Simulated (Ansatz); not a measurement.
# Preparing Al2O3 (R-3c) as a host crystal, part 2 of 3

Before any defect goes in: Al2O3 (R-3c) at rest, and how it screens a charge.

Ansatz 0.2.0; plane-wave PAW DFT, PBEsol; relaxation of the host's cell and atoms (the session's first sound run).

So far. Step 3 (Dielectric tensors of the host): The principal values of the electronic dielectric tensor are 3.26, 3.30 and 3.30. The principal values of the static dielectric tensor are 9.72, 9.72 and 11.81. The relaxed cell has a = 4.774, c = 13.015 Å (conventional setting).

## Step 4: Primitive cell on a dense mesh

A dense mesh gives the host's converged energy, against which the supercell's sampling is tested.

This step: plane-wave PAW DFT, PBEsol; single point of the host's primitive cell on a dense mesh (Ansatz 0.2.0).

The input, dense/input.yaml:

```yaml
crystal:
  lattice:
    - [2.3869337137, 1.3780968221, 4.3382690299]
    - [-2.3869337137, 1.3780968221, 4.3382690299]
    - [0.0, -2.7561936443, 4.3382690299]
  atoms:
    - { symbol: Al, position: [0.6479208861, 0.6479208861, 0.6479208861] }
    - { symbol: Al, position: [0.8520791139, 0.8520791139, 0.8520791139] }
    - { symbol: Al, position: [0.1479208861, 0.1479208861, 0.1479208861] }
    - { symbol: Al, position: [0.3520791139, 0.3520791139, 0.3520791139] }
    - { symbol: O, position: [0.4441402346, 0.0558597654, 0.75] }
    - { symbol: O, position: [0.9441402346, 0.25, 0.5558597654] }
    - { symbol: O, position: [0.0558597654, 0.75, 0.4441402346] }
    - { symbol: O, position: [0.75, 0.4441402346, 0.0558597654] }
    - { symbol: O, position: [0.25, 0.5558597654, 0.9441402346] }
    - { symbol: O, position: [0.5558597654, 0.9441402346, 0.25] }
basis:
  ecutwfc: 420
  xc_grid: 2
hamiltonian:
  xc: pbesol
kpoints:
  mp_grid: { grid: [7, 7, 7] }
scf:
  occupations: { method: fermi_dirac, width: 0.01 }
  max_iter: 80
```

Command:

```sh
$ ansatz run input.yaml --threads 8 --pin off --max-ram 22609MiB --backend cpu --events-out ev --progress --plain --runs-dir out
```

Numbers of over 12 decimals in the logs are rounded to 6 here.

Output:

```text
[...]
Crystal: 10 atoms, lattice volume = 85.622 Å³
Basis set: ecut = 420 eV, 1653 PW (Γ), exchange–correlation on 72×72×72 points (8 copies of the dense FFT grid, shifted against one another)
Bands: 34, of which v1, the nominal top of the filled ones, is band 24 counted from 1 (23 counted from 0)
Symmetry: 12 space group operations
[...]
k-points: 44 of 343
[...]
SCF iter   1: F=—  HF=-5478.899335 eV  |F-HF|=—  |Δ(HF+E_count)|=         —  Δρ=1.61e-2  dr2=1.69e-1  ethr=1.77e-3  ⟨swp⟩=7.5  Hψ=7992  notcnv=0  defer=1
[...]
SCF iter   6: F=-5478.848243 eV  HF=-5478.848243 eV  |F-HF|=3.71e-9  |Δ(HF+E_count)|=   5.96e-8  Δρ=3.21e-6  dr2=1.17e-8  ethr=2.08e-10  ⟨swp⟩=2.0  Hψ=2684  notcnv=0
SCF 1 converged in 6 iterations: F = -5478.848243 eV  dr2 = 1.17e-8
[...]
SCF converged after 6 iterations
Free energy (F): -5478.848243 eV
[...]
Internal energy: -5478.848243 eV  (E = F + TS)
E sigma→0 (E₀):  -5478.848243 eV
Fermi energy:    10.557597 eV
[...]
```

Run time: 1.2 s. Hardware: 8 threads of Arm Neoverse V2, shared host; peak memory 0.47 GiB; 6.2 s of CPU time.

## Step 5: Self-consistent run

This step: plane-wave PAW DFT, PBEsol; single point of the defect-free supercell, a test of its k-points (Ansatz 0.2.0).

System of this step: Al2O3 (R-3c). The cell holds 80 atoms: 32 Al and 48 O. Its edges and angles: a = 10.280 Å, b = 10.280 Å, c = 10.280 Å, α = 55.3°, β = 55.3°, γ = 55.3°.

The input, pristine.sampling/input.yaml:

```yaml
crystal:
  lattice:
    - [4.7738674274, 2.7561936443, 8.6765380597]
    - [-4.7738674274, 2.7561936443, 8.6765380597]
    - [0.0, -5.5123872885, 8.6765380597]
  atoms:
    - { symbol: Al, position: [0.323960443, 0.323960443, 0.323960443] }
    - { symbol: Al, position: [0.426039557, 0.426039557, 0.426039557] }
    - { symbol: Al, position: [0.073960443, 0.073960443, 0.073960443] }
    - { symbol: Al, position: [0.176039557, 0.176039557, 0.176039557] }
    - { symbol: O, position: [0.2220701173, 0.0279298827, 0.375] }
    - { symbol: O, position: [0.4720701173, 0.125, 0.2779298827] }
    - { symbol: O, position: [0.0279298827, 0.375, 0.2220701173] }
    - { symbol: O, position: [0.375, 0.2220701173, 0.0279298827] }
    - { symbol: O, position: [0.125, 0.2779298827, 0.4720701173] }
    - { symbol: O, position: [0.2779298827, 0.4720701173, 0.125] }
    - { symbol: Al, position: [0.323960443, 0.323960443, 0.823960443] }
    - { symbol: Al, position: [0.426039557, 0.426039557, 0.926039557] }
    - { symbol: Al, position: [0.073960443, 0.073960443, 0.573960443] }
    - { symbol: Al, position: [0.176039557, 0.176039557, 0.676039557] }
    - { symbol: O, position: [0.2220701173, 0.0279298827, 0.875] }
    - { symbol: O, position: [0.4720701173, 0.125, 0.7779298827] }
    - { symbol: O, position: [0.0279298827, 0.375, 0.7220701173] }
    - { symbol: O, position: [0.375, 0.2220701173, 0.5279298827] }
    - { symbol: O, position: [0.125, 0.2779298827, 0.9720701173] }
    - { symbol: O, position: [0.2779298827, 0.4720701173, 0.625] }
    - { symbol: Al, position: [0.323960443, 0.823960443, 0.323960443] }
    - { symbol: Al, position: [0.426039557, 0.926039557, 0.426039557] }
    - { symbol: Al, position: [0.073960443, 0.573960443, 0.073960443] }
    - { symbol: Al, position: [0.176039557, 0.676039557, 0.176039557] }
    - { symbol: O, position: [0.2220701173, 0.5279298827, 0.375] }
    - { symbol: O, position: [0.4720701173, 0.625, 0.2779298827] }
    - { symbol: O, position: [0.0279298827, 0.875, 0.2220701173] }
    - { symbol: O, position: [0.375, 0.7220701173, 0.0279298827] }
    - { symbol: O, position: [0.125, 0.7779298827, 0.4720701173] }
    - { symbol: O, position: [0.2779298827, 0.9720701173, 0.125] }
    - { symbol: Al, position: [0.323960443, 0.823960443, 0.823960443] }
    - { symbol: Al, position: [0.426039557, 0.926039557, 0.926039557] }
    - { symbol: Al, position: [0.073960443, 0.573960443, 0.573960443] }
    - { symbol: Al, position: [0.176039557, 0.676039557, 0.676039557] }
    - { symbol: O, position: [0.2220701173, 0.5279298827, 0.875] }
    - { symbol: O, position: [0.4720701173, 0.625, 0.7779298827] }
    - { symbol: O, position: [0.0279298827, 0.875, 0.7220701173] }
    - { symbol: O, position: [0.375, 0.7220701173, 0.5279298827] }
    - { symbol: O, position: [0.125, 0.7779298827, 0.9720701173] }
    - { symbol: O, position: [0.2779298827, 0.9720701173, 0.625] }
    - { symbol: Al, position: [0.823960443, 0.323960443, 0.323960443] }
    - { symbol: Al, position: [0.926039557, 0.426039557, 0.426039557] }
    - { symbol: Al, position: [0.573960443, 0.073960443, 0.073960443] }
    - { symbol: Al, position: [0.676039557, 0.176039557, 0.176039557] }
    - { symbol: O, position: [0.7220701173, 0.0279298827, 0.375] }
    - { symbol: O, position: [0.9720701173, 0.125, 0.2779298827] }
    - { symbol: O, position: [0.5279298827, 0.375, 0.2220701173] }
    - { symbol: O, position: [0.875, 0.2220701173, 0.0279298827] }
    - { symbol: O, position: [0.625, 0.2779298827, 0.4720701173] }
    - { symbol: O, position: [0.7779298827, 0.4720701173, 0.125] }
    - { symbol: Al, position: [0.823960443, 0.323960443, 0.823960443] }
    - { symbol: Al, position: [0.926039557, 0.426039557, 0.926039557] }
    - { symbol: Al, position: [0.573960443, 0.073960443, 0.573960443] }
    - { symbol: Al, position: [0.676039557, 0.176039557, 0.676039557] }
    - { symbol: O, position: [0.7220701173, 0.0279298827, 0.875] }
    - { symbol: O, position: [0.9720701173, 0.125, 0.7779298827] }
    - { symbol: O, position: [0.5279298827, 0.375, 0.7220701173] }
    - { symbol: O, position: [0.875, 0.2220701173, 0.5279298827] }
    - { symbol: O, position: [0.625, 0.2779298827, 0.9720701173] }
    - { symbol: O, position: [0.7779298827, 0.4720701173, 0.625] }
    - { symbol: Al, position: [0.823960443, 0.823960443, 0.323960443] }
    - { symbol: Al, position: [0.926039557, 0.926039557, 0.426039557] }
    - { symbol: Al, position: [0.573960443, 0.573960443, 0.073960443] }
    - { symbol: Al, position: [0.676039557, 0.676039557, 0.176039557] }
    - { symbol: O, position: [0.7220701173, 0.5279298827, 0.375] }
    - { symbol: O, position: [0.9720701173, 0.625, 0.2779298827] }
    - { symbol: O, position: [0.5279298827, 0.875, 0.2220701173] }
    - { symbol: O, position: [0.875, 0.7220701173, 0.0279298827] }
    - { symbol: O, position: [0.625, 0.7779298827, 0.4720701173] }
    - { symbol: O, position: [0.7779298827, 0.9720701173, 0.125] }
    - { symbol: Al, position: [0.823960443, 0.823960443, 0.823960443] }
    - { symbol: Al, position: [0.926039557, 0.926039557, 0.926039557] }
    - { symbol: Al, position: [0.573960443, 0.573960443, 0.573960443] }
    - { symbol: Al, position: [0.676039557, 0.676039557, 0.676039557] }
    - { symbol: O, position: [0.7220701173, 0.5279298827, 0.875] }
    - { symbol: O, position: [0.9720701173, 0.625, 0.7779298827] }
    - { symbol: O, position: [0.5279298827, 0.875, 0.7220701173] }
    - { symbol: O, position: [0.875, 0.7220701173, 0.5279298827] }
    - { symbol: O, position: [0.625, 0.7779298827, 0.9720701173] }
    - { symbol: O, position: [0.7779298827, 0.9720701173, 0.625] }
basis:
  ecutwfc: 420
  xc_grid: 2
hamiltonian:
  xc: pbesol
kpoints:
  mp_grid: { grid: [1, 1, 1], shift: [0.25, 0.25, 0.25] }
scf:
  occupations: { method: fermi_dirac, width: 0.01 }
  max_iter: 80
```

Output:

```text
[...]
Crystal: 80 atoms, lattice volume = 684.980 Å³
Basis set: ecut = 420 eV, 13367 PW (Γ), exchange–correlation on 144×144×144 points (8 copies of the dense FFT grid, shifted against one another)
Bands: 272, of which v1, the nominal top of the filled ones, is band 192 counted from 1 (191 counted from 0)
Symmetry: 96 space group operations
[...]
k-points: 1
[...]
SCF iter   1: F=—  HF=-43830.857762 eV  |F-HF|=—  |Δ(HF+E_count)|=         —  Δρ=1.57e-2  dr2=1.27e0  ethr=1.77e-3  ⟨swp⟩=7.0  Hψ=1299  notcnv=0  defer=13
[...]
SCF iter   6: F=-43830.467178 eV  HF=-43830.467178 eV  |F-HF|=1.68e-8  |Δ(HF+E_count)|=   5.20e-7  Δρ=5.30e-6  dr2=1.77e-7  ethr=1.78e-10  ⟨swp⟩=2.0  Hψ=418  notcnv=0
SCF 1 converged in 6 iterations: F = -43830.467178 eV  dr2 = 1.77e-7
[...]
SCF converged after 6 iterations
Free energy (F): -43830.467178 eV
[...]
Internal energy: -43830.467178 eV  (E = F + TS)
E sigma→0 (E₀):  -43830.467178 eV
Fermi energy:    10.686522 eV
[...]
```

Elapsed: 4 s, on 8 threads; peak memory 1.4 GiB; 21 s of CPU time.

This step gave:

| Quantity | Value |
| --- | --- |
| energy over dense mesh | 0.003985 eV/atom |

## Step 6: Defect free supercell relaxed from its symmetric sites

This cell, the one that will hold the defects, is built from the relaxed host. Its coarser k-points can move the atoms a little, so it is relaxed from the symmetric sites, as the reference for the test of stability.

This step: plane-wave PAW DFT, PBEsol; relaxation of the defect-free supercell from its symmetric sites (Ansatz 0.2.0).

pristine.symmetric/input.yaml, as its differences from pristine.sampling/input.yaml of step 5:

```diff
@@ -96 +96,12 @@
   max_iter: 80
+output:
+  forces: true
+relax:
+  f_tol: 0.01
+  max_steps: 60
+  escape_saddle: false
+checkpoint:
+  write: "../pristine.symmetric.run"
+  compress: false
+  write_wavefunctions: false
+  write_every: 100000
```

Output:

```text
[...]
Crystal: 80 atoms, lattice volume = 684.980 Å³
Basis set: ecut = 420 eV, 13367 PW (Γ), exchange–correlation on 144×144×144 points (8 copies of the dense FFT grid, shifted against one another)
Bands: 272, of which v1, the nominal top of the filled ones, is band 192 counted from 1 (191 counted from 0)
Symmetry: 96 space group operations
[...]
k-points: 1
[...]
SCF iter   1: F=—  HF=-43830.857762 eV  |F-HF|=—  |Δ(HF+E_count)|=         —  Δρ=1.57e-2  dr2=1.27e0  ethr=1.77e-3  ⟨swp⟩=7.0  Hψ=1299  notcnv=0  defer=13
[...]
SCF iter   6: F=-43830.467178 eV  HF=-43830.467178 eV  |F-HF|=1.86e-8  |Δ(HF+E_count)|=   5.18e-7  Δρ=5.24e-6  dr2=1.64e-7  ethr=4.99e-10  ⟨swp⟩=2.0  Hψ=692  notcnv=0
SCF 1 converged in 6 iterations: F = -43830.467178 eV  dr2 = 1.64e-7
[...]
relax step   1: F+E_penalty+E_count = -43830.46717765 eV  Δ(F+E_penalty+E_count) = +0.000e0 eV  max|allowed force component| = 9.058e-3 eV/Å  Δτ_max = 0.0000 Å  (6 SCF iters, dr2 threshold 2.50e-6 eV, accepted)
[...]
SCF iter   2: F=-43830.467178 eV  HF=-43830.467178 eV  |F-HF|=1.26e-8  |Δ(HF+E_count)|=   7.74e-5  Δρ=2.86e-6  dr2=6.83e-8  ethr=2.60e-11  ⟨swp⟩=2.0  Hψ=801  notcnv=0
SCF 2 converged in 2 iterations: F = -43830.467178 eV  dr2 = 6.83e-8
relax step   2: F+E_penalty+E_count = -43830.46717766 eV  Δ(F+E_penalty+E_count) = -1.135e-8 eV  max|allowed force component| = 9.061e-3 eV/Å  Δτ_max = 0.0000 Å  (2 SCF iters, accepted)
SCF converged after 2 iterations
Free energy (F): -43830.467178 eV
[...]
Internal energy: -43830.467178 eV  (E = F + TS)
E sigma→0 (E₀):  -43830.467178 eV
Fermi energy:    10.686504 eV
[...]
--- Forces (eV/Å), atoms counted from 1 ---
  atom   1  Al     0.00000000    -0.00000000    -0.00379128
  atom   2  Al     0.00000000     0.00000000     0.00379128
  atom   3  Al    -0.00000000    -0.00000000    -0.00379128
  atom   4  Al    -0.00000000     0.00000000     0.00379128
  atom   5  O     -0.00906056    -0.00000000    -0.00000000
  atom   6  O     -0.00453028    -0.00784668     0.00000000
  atom   7  O      0.00453028     0.00784668    -0.00000000
  atom   8  O      0.00453028    -0.00784668     0.00000000
  atom   9  O     -0.00453028     0.00784668    -0.00000000
  atom  10  O      0.00906056     0.00000000     0.00000000
  atom  11  Al     0.00000000    -0.00000000    -0.00379128
  atom  12  Al     0.00000000     0.00000000     0.00379128
  atom  13  Al    -0.00000000    -0.00000000    -0.00379128
  atom  14  Al    -0.00000000     0.00000000     0.00379128
  atom  15  O     -0.00906056    -0.00000000    -0.00000000
  atom  16  O     -0.00453028    -0.00784668     0.00000000
  atom  17  O      0.00453028     0.00784668    -0.00000000
  atom  18  O      0.00453028    -0.00784668     0.00000000
  atom  19  O     -0.00453028     0.00784668    -0.00000000
  atom  20  O      0.00906056     0.00000000     0.00000000
  atom  21  Al     0.00000000    -0.00000000    -0.00379128
  atom  22  Al     0.00000000     0.00000000     0.00379128
  atom  23  Al    -0.00000000    -0.00000000    -0.00379128
  atom  24  Al    -0.00000000     0.00000000     0.00379128
  atom  25  O     -0.00906056    -0.00000000    -0.00000000
  atom  26  O     -0.00453028    -0.00784668     0.00000000
  atom  27  O      0.00453028     0.00784668    -0.00000000
  atom  28  O      0.00453028    -0.00784668     0.00000000
  atom  29  O     -0.00453028     0.00784668    -0.00000000
  atom  30  O      0.00906056     0.00000000     0.00000000
  atom  31  Al     0.00000000    -0.00000000    -0.00379128
  atom  32  Al     0.00000000     0.00000000     0.00379128
  atom  33  Al    -0.00000000    -0.00000000    -0.00379128
  atom  34  Al    -0.00000000     0.00000000     0.00379128
  atom  35  O     -0.00906056    -0.00000000    -0.00000000
  atom  36  O     -0.00453028    -0.00784668     0.00000000
  atom  37  O      0.00453028     0.00784668    -0.00000000
  atom  38  O      0.00453028    -0.00784668     0.00000000
  atom  39  O     -0.00453028     0.00784668    -0.00000000
  atom  40  O      0.00906056     0.00000000     0.00000000
[...]
atom  69  O     -0.00453028     0.00784668    -0.00000000
  atom  70  O      0.00906056     0.00000000     0.00000000
  atom  71  Al     0.00000000    -0.00000000    -0.00379128
  atom  72  Al     0.00000000     0.00000000     0.00379128
  atom  73  Al    -0.00000000    -0.00000000    -0.00379128
  atom  74  Al    -0.00000000     0.00000000     0.00379128
  atom  75  O     -0.00906056    -0.00000000    -0.00000000
  atom  76  O     -0.00453028    -0.00784668     0.00000000
  atom  77  O      0.00453028     0.00784668    -0.00000000
  atom  78  O      0.00453028    -0.00784668     0.00000000
  atom  79  O     -0.00453028     0.00784668    -0.00000000
  atom  80  O      0.00906056     0.00000000     0.00000000
  max |Σ_I F_I| component: 6.94e-17 eV/Å
--- Relaxed structure (2 steps of the walk, 2 accepted, 0 SCFs on fresh bases) ---
  F+E_penalty+E_count = -43830.46717766 eV   max|allowed force component| = 9.061e-3 eV/Å
  atoms:
    - { symbol: Al, position: [0.323960443, 0.323960443, 0.323960] }
    - { symbol: Al, position: [0.426039557, 0.426039557, 0.426040] }
    - { symbol: Al, position: [0.073960443, 0.073960443, 0.073960] }
    - { symbol: Al, position: [0.176040, 0.176040, 0.176040] }
    - { symbol: O, position: [0.2220701173, 0.027930, 0.375000] }
    - { symbol: O, position: [0.472070, 0.125, 0.277930] }
    - { symbol: O, position: [0.027930, 0.375, 0.222070] }
    - { symbol: O, position: [0.375, 0.222070, 0.027930] }
    - { symbol: O, position: [0.125, 0.277930, 0.472070] }
    - { symbol: O, position: [0.277930, 0.472070, 0.125] }
    - { symbol: Al, position: [0.323960, 0.323960, 0.823960443] }
    - { symbol: Al, position: [0.426040, 0.426040, 0.926040] }
    - { symbol: Al, position: [0.073960, 0.073960, 0.573960443] }
    - { symbol: Al, position: [0.176039557, 0.176039557, 0.676039557] }
    - { symbol: O, position: [0.222070, 0.027930, 0.875] }
    - { symbol: O, position: [0.472070, 0.125, 0.7779298827] }
    - { symbol: O, position: [0.027930, 0.375000, 0.722070] }
    - { symbol: O, position: [0.375000, 0.222070, 0.527930] }
    - { symbol: O, position: [0.125000, 0.277930, 0.972070] }
    - { symbol: O, position: [0.277930, 0.472070, 0.625] }
    - { symbol: Al, position: [0.323960, 0.823960443, 0.323960] }
    - { symbol: Al, position: [0.426039557, 0.926039557, 0.426040] }
    - { symbol: Al, position: [0.073960, 0.573960443, 0.073960] }
    - { symbol: Al, position: [0.176039557, 0.676039557, 0.176040] }
    - { symbol: O, position: [0.222070, 0.5279298827, 0.375000] }
    - { symbol: O, position: [0.472070, 0.625, 0.277930] }
    - { symbol: O, position: [0.027930, 0.875000, 0.222070] }
    - { symbol: O, position: [0.375, 0.7220701173, 0.027930] }
    - { symbol: O, position: [0.125000, 0.777930, 0.472070] }
    - { symbol: O, position: [0.2779298827, 0.972070, 0.125] }
    - { symbol: Al, position: [0.323960, 0.823960443, 0.823960443] }
    - { symbol: Al, position: [0.426040, 0.926040, 0.926040] }
    - { symbol: Al, position: [0.073960, 0.573960443, 0.573960443] }
    - { symbol: Al, position: [0.176040, 0.676040, 0.676040] }
    - { symbol: O, position: [0.222070, 0.5279298827, 0.875] }
    - { symbol: O, position: [0.4720701173, 0.625, 0.7779298827] }
    - { symbol: O, position: [0.027930, 0.875000, 0.722070] }
    - { symbol: O, position: [0.375, 0.7220701173, 0.527930] }
    - { symbol: O, position: [0.125000, 0.777930, 0.972070] }
    - { symbol: O, position: [0.277930, 0.972070, 0.625] }
    - { symbol: Al, position: [0.823960443, 0.323960, 0.323960] }
    - { symbol: Al, position: [0.926039557, 0.426039557, 0.426040] }
    - { symbol: Al, position: [0.573960443, 0.073960, 0.073960] }
    - { symbol: Al, position: [0.676039557, 0.176039557, 0.176040] }
    - { symbol: O, position: [0.7220701173, 0.027930, 0.375000] }
    - { symbol: O, position: [0.972070, 0.125000, 0.2779298827] }
    - { symbol: O, position: [0.5279298827, 0.375, 0.222070] }
    - { symbol: O, position: [0.875000, 0.222070, 0.027930] }
    - { symbol: O, position: [0.625, 0.277930, 0.472070] }
    - { symbol: O, position: [0.777930, 0.472070, 0.125] }
    - { symbol: Al, position: [0.823960443, 0.323960, 0.823960443] }
    - { symbol: Al, position: [0.926040, 0.426040, 0.926040] }
    - { symbol: Al, position: [0.573960443, 0.073960, 0.573960443] }
    - { symbol: Al, position: [0.676040, 0.176040, 0.676040] }
    - { symbol: O, position: [0.7220701173, 0.027930, 0.875000] }
    - { symbol: O, position: [0.9720701173, 0.125000, 0.777930] }
    - { symbol: O, position: [0.5279298827, 0.375, 0.722070] }
    - { symbol: O, position: [0.875000, 0.222070, 0.5279298827] }
    - { symbol: O, position: [0.625, 0.277930, 0.972070] }
    - { symbol: O, position: [0.7779298827, 0.472070, 0.625000] }
    - { symbol: Al, position: [0.823960443, 0.823960443, 0.323960] }
    - { symbol: Al, position: [0.926039557, 0.926039557, 0.426040] }
    - { symbol: Al, position: [0.573960, 0.573960, 0.073960] }
    - { symbol: Al, position: [0.676039557, 0.676039557, 0.176040] }
    - { symbol: O, position: [0.7220701173, 0.5279298827, 0.375000] }
    - { symbol: O, position: [0.9720701173, 0.625, 0.2779298827] }
    - { symbol: O, position: [0.5279298827, 0.875000, 0.222070] }
    - { symbol: O, position: [0.875000, 0.722070, 0.027930] }
    - { symbol: O, position: [0.625000, 0.777930, 0.472070] }
    - { symbol: O, position: [0.777930, 0.972070, 0.125000] }
    - { symbol: Al, position: [0.823960443, 0.823960443, 0.823960] }
    - { symbol: Al, position: [0.926039557, 0.926039557, 0.926040] }
    - { symbol: Al, position: [0.573960443, 0.573960443, 0.573960443] }
    - { symbol: Al, position: [0.676039557, 0.676039557, 0.676040] }
    - { symbol: O, position: [0.722070, 0.527930, 0.875] }
    - { symbol: O, position: [0.9720701173, 0.625, 0.777930] }
    - { symbol: O, position: [0.5279298827, 0.875000, 0.722070] }
    - { symbol: O, position: [0.875000, 0.722070, 0.527930] }
    - { symbol: O, position: [0.625000, 0.777930, 0.972070] }
    - { symbol: O, position: [0.777930, 0.972070, 0.625000] }
```

It took 7.9 s on 8 threads; peak memory 1.4 GiB; 39 s of CPU time.

Hardly anything moved in the relaxation; the energy changed by under 0.2 meV an atom.

(Part 2 of 3 ends here.)

[Logs are printed without paths, hosts, clocks, repeated set-up lines and the standing remarks that a program may print on its own settings, such as how far it seeks lower states.]

[Hosts, paths, dates, database ids (printed as entryN), source tags and the programs' standing remarks are cut or masked in the printed files.]

[Runs of the host that timed out are not shown.]

[For some hosts the program warned that the k-mesh of the response run may be too coarse for force constants and the static dielectric constant; such warnings are not always shown.]
